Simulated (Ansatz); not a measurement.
Wurtzite BeO was calculated with PBE-D3(BJ) in Ansatz (plane waves, PAW).

Run with plane-wave cutoff 520 eV, 18×18×8 k mesh (along the axes of the cell as run), Fermi–Dirac smearing 0.01 eV, scalar-relativistic PAW data made under PBE.

The volume scan:

| V (Å³/atom) | E − E_lowest (meV/atom) | P (GPa) |
|---|---|---|
| 6.574 | 7.97 | 9.62 |
| 6.711 | 1.94 | 4.59 |
| 6.848 | 0.00 | 0.02 |
| 6.985 | 1.79 | -4.14 |
| 7.122 | 6.98 | -7.93 |

Estimate the bulk modulus and its pressure derivative from these points.

V0 = 6.849 Å³/atom, B0 = 218 GPa, B′ = 3.7 (fit to the energies at full precision).

Shape and atoms are relaxed at each volume.

Measured, for comparison: bulk modulus 212 GPa (room temperature, no zero-point or thermal correction, K' fixed at 4, our sources range from 212 to 224; as tabulated in High-pressure and high-temperature crystal chemistry of beryllium oxide (Scilit …). Computed (rounded) less measured: bulk modulus +3 % (inside the range of the sources held).

Note: the bulk modulus comes from volumes at which shape and atoms were relaxed.

Static lattice: no zero-point or thermal effects.

It cost around 2.1 core-minutes (rough) of CPU time.

Ansatz is a first-principles code.
